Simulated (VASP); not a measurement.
Here is a VASP 6.6.1 calculation.

File POSCAR:

```
Cu3Au
1.0
    3.7400000000      0.0000000000      0.0000000000
    0.0000000000      3.7400000000      0.0000000000
    0.0000000000      0.0000000000      3.7400000000
Au Cu
1 3
Direct
    0.0000000000      0.0000000000      0.0000000000
    0.5000000000      0.5000000000      0.0000000000
    0.5000000000      0.0000000000      0.5000000000
    0.0000000000      0.5000000000      0.5000000000
```

Contents of INCAR.step1:

```
SYSTEM = Cu3Au
PREC     = Accurate       ! precision mode
ENCUT    = 520            ! plane-wave cutoff, eV
EDIFF    = 1E-7           ! SCF threshold, eV
ISMEAR   = -1             ! smearing method
SIGMA    = 0.05           ! smearing width, eV
LREAL    = .False.        ! projectors in reciprocal space
LASPH    = .True.         ! aspherical terms in the spheres
NELM     = 100            ! most SCF steps
ALGO     = Normal         ! electronic algorithm
ISIF     = 2              ! what is computed and relaxed
LWAVE    = .False.        ! write WAVECAR
LCHARG   = .True.         ! write CHGCAR
LMAXMIX  = 4              ! l up to which the mixer works
GGA      = PS             ! functional
NBANDS   = 30             ! bands
```

The input KPOINTS.step1:

```
Automatic mesh
0
Gamma
  7 7 7
  0 0 0
```

Contents of INCAR.step2:

```
SYSTEM = Cu3Au
PREC     = Accurate       ! precision mode
ENCUT    = 520            ! plane-wave cutoff, eV
EDIFF    = 1E-7           ! SCF threshold, eV
ISMEAR   = 0              ! smearing method
SIGMA    = 0.05           ! smearing width, eV
LREAL    = .False.        ! projectors in reciprocal space
LASPH    = .True.         ! aspherical terms in the spheres
NELM     = 100            ! most SCF steps
ALGO     = Normal         ! electronic algorithm
ISIF     = 2              ! what is computed and relaxed
LWAVE    = .False.        ! write WAVECAR
LCHARG   = .False.        ! write CHGCAR
LMAXMIX  = 4              ! l up to which the mixer works
GGA      = PS             ! functional
NBANDS   = 30             ! bands
ICHARG   = 11             ! starting density
```

The input KPOINTS.step2:

```
path GXMGRX,MR
20
line-mode
reciprocal
 0.0000000000  0.0000000000  0.0000000000  G
 0.0000000000  0.5000000000  0.0000000000  X

 0.0000000000  0.5000000000  0.0000000000  X
 0.5000000000  0.5000000000  0.0000000000  M

 0.5000000000  0.5000000000  0.0000000000  M
 0.0000000000  0.0000000000  0.0000000000  G

 0.0000000000  0.0000000000  0.0000000000  G
 0.5000000000  0.5000000000  0.5000000000  R

 0.5000000000  0.5000000000  0.5000000000  R
 0.0000000000  0.5000000000  0.0000000000  X

 0.5000000000  0.5000000000  0.0000000000  M
 0.5000000000  0.5000000000  0.5000000000  R
```

Potentials or basis: VASP PAW PBE potentials, release 64 (Au, Cu).

The run is started by

```sh
$ cat potpaw_PBE.64/Au/POTCAR potpaw_PBE.64/Cu/POTCAR > POTCAR
$ cp INCAR.step1 INCAR
$ cp KPOINTS.step1 KPOINTS
$ mpirun -np 1 vasp_std > vasp.out
$ cp INCAR.step2 INCAR
$ cp KPOINTS.step2 KPOINTS
$ mpirun -np 1 vasp_std > vasp.out
```

Problem. Predict the band gap along the path.

Solution. None (metal or under the smearing width).

Levels at the corners of the path, in eV from the Fermi level:
```csv
point,band 20,band 21,band 22,band 23,band 24,band 25
Γ,-1.31,-1.31,1.29,1.29,1.29,6.07
X,-1.86,-1.46,-1.31,5.85,5.85,6.64
X,-1.86,-1.46,-1.31,5.85,5.85,6.64
M,-2.08,-0.45,-0.45,-0.35,0.42,8.64
M,-2.08,-0.45,-0.45,-0.35,0.42,8.64
Γ,-1.31,-1.31,1.29,1.29,1.29,6.07
Γ,-1.31,-1.31,1.29,1.29,1.29,6.07
R,-1.53,-1.05,-1.04,-1.04,-1.04,2.53
R,-1.53,-1.05,-1.04,-1.04,-1.04,2.53
X,-1.86,-1.46,-1.31,5.85,5.85,6.64
M,-2.08,-0.45,-0.45,-0.35,0.42,8.64
R,-1.53,-1.05,-1.04,-1.04,-1.04,2.53
```

Caveat: the log is that of the step along the path at fixed density, whose energy, stress, charges and moments have no meaning; spin-orbit coupling is left out, which moves the levels of the heavy elements.
